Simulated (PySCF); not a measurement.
An unknown gives this computed stick spectrum. Computed, not measured: PySCF 2.14.0, density-fitted response routines, TDDFT wB97X-D/def2-SVPD, vertical, gas phase, core orbitals frozen in the response. Geometries: PBE0-D3(BJ)/def2-SVP, one conformer each. Relativistic effects are left out although some hold elements past zinc.

```csv
state,E (eV),f
S1,6.17,0.061
S2,6.31,0.083
S3,7.11,0.183
S4,7.72,0.011
S5,7.79,0.016
S6,8.06,0.059
S7,8.15,0.033
S8,8.39,0.161
S9,8.42,0.093
S10,8.47,0.024
```

Task: Which structure fits?
A. `C/C=C/C=O`
B. `C(C=C=C)O`
C. `C1CC[AsH]C1`
D. `CC(=O)C=C`

Result: C. Its S1, at 6.17 eV, is the highest among the candidates; the nearest of the others has S1 at 5.92 eV. S1 is HOMO→LUMO (80%), HOMO→LUMO+1 (10%). Löwdin shares by element: HOMO arsenic 62%, carbon 18% or more, hydrogen 7% or more; LUMO arsenic 31%, carbon 19% or more, hydrogen 12% or more (atoms not listed hold the other 38%). At the same level the other candidates give, for their lowest levels:
- `C=C=CCO`: 5.92 eV (f 0.000); 6.17 eV (f 0.001); 7.08 eV (f 0.047); 7.40 eV (f 0.025); 7.49 eV (f 0.297); T1 4.63 eV; HOMO -9.44, LUMO 1.75 eV
- `C=CC(C)=O`: 3.86 eV (f 0.000); 6.38 eV (f 0.373); 7.17 eV (f 0.000); 7.58 eV (f 0.001); 7.70 eV (f 0.021); T1 3.36 eV; HOMO -9.39, LUMO 0.03 eV
- `C/C=C/C=O`: 3.92 eV (f 0.000); 6.20 eV (f 0.552); 7.23 eV (f 0.000); 7.55 eV (f 0.000); 7.80 eV (f 0.075); T1 3.42 eV; HOMO -9.40, LUMO 0.11 eV
Triplets come from the Tamm–Dancoff approximation.
